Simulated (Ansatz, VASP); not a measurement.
BN: VASP beside Ansatz

INCAR

```
ALGO = Normal ; EDIFF = 1E-6
EDIFFG = -0.005 ; ENCUT = 600
GGA = CA ; IBRION = 2
ISIF = 3 ; ISMEAR = -1
LASPH = T ; LCHARG = F
LREAL = F ; LWAVE = F
NELM = 100 ; NSW = 40
PREC = Accurate ; SIGMA = 0.05
```

File KPOINTS:

```
k-points
0
Gamma
  13 13 13
```

POSCAR

```
BN
1.0
    0.0000000000      1.8130010000      1.8130010000
    1.8130010000      0.0000000000      1.8130010000
    1.8130010000      1.8130010000      0.0000000000
N B
1 1
Direct
    0.2500000000      0.2500000000      0.2500000000
    0.0000000000      0.0000000000      0.0000000000
```

The input input.yaml:

```yaml
crystal:
  lattice:
    - [0.0, 1.813001, 1.813001]
    - [1.813001, 0.0, 1.813001]
    - [1.813001, 1.813001, 0.0]
  atoms:
    - { symbol: "N", position: [0.25, 0.25, 0.25] }
    - { symbol: B, position: [0.0, 0.0, 0.0] }
hamiltonian:
  xc: lda
  pseudopotentials: { kind: paw }
kpoints:
  mp_grid: { grid: [13, 13, 13] }
scf:
  occupations: { method: fermi_dirac, width: 0.05 }
output:
  forces: true
  stress: true
relax:
  f_tol: 0.01
  max_steps: 40
  cell: { stress_tol: 0.05 }
```

The cell is a database's computed one.

Alike in both runs: task relaxation of cell and atoms; functional LDA; k mesh 13 × 13 × 13; occupations fermi-dirac, width 0.05 eV; no spin polarisation.

|  | VASP | Ansatz |
| --- | --- | --- |
| version | VASP 6.6.1 | Ansatz 0.2.0 |
| potentials or method | VASP PAW LDA potentials, release 64 (N, B) | Ansatz PAW |
| plane-wave cutoff (eV) | 600 | 420 |
| valence electrons in the cell | 8 | 8 |

```csv
,VASP,Ansatz,Ansatz less VASP
relaxed volume (Å³/atom),5.75,5.74,-0.011
relaxed cell length with the largest relative difference (Å),2.533,2.532,-0.0016
energy change over the relaxation (meV/atom),-9,-10,-0.8
```

Caveats: the plane-wave basis is chosen anew once the cell has moved, so the energies of steps on either side of that aren't comparable (Ansatz); the pressure holds a Pulay correction of +1.4 GPa for the finite cutoff (Ansatz); the PAW data sets come from PBE, with cores solved anew for the run's functional, which leaves a small shift of forces and pressure (Ansatz). A k mesh can miss the band edges.
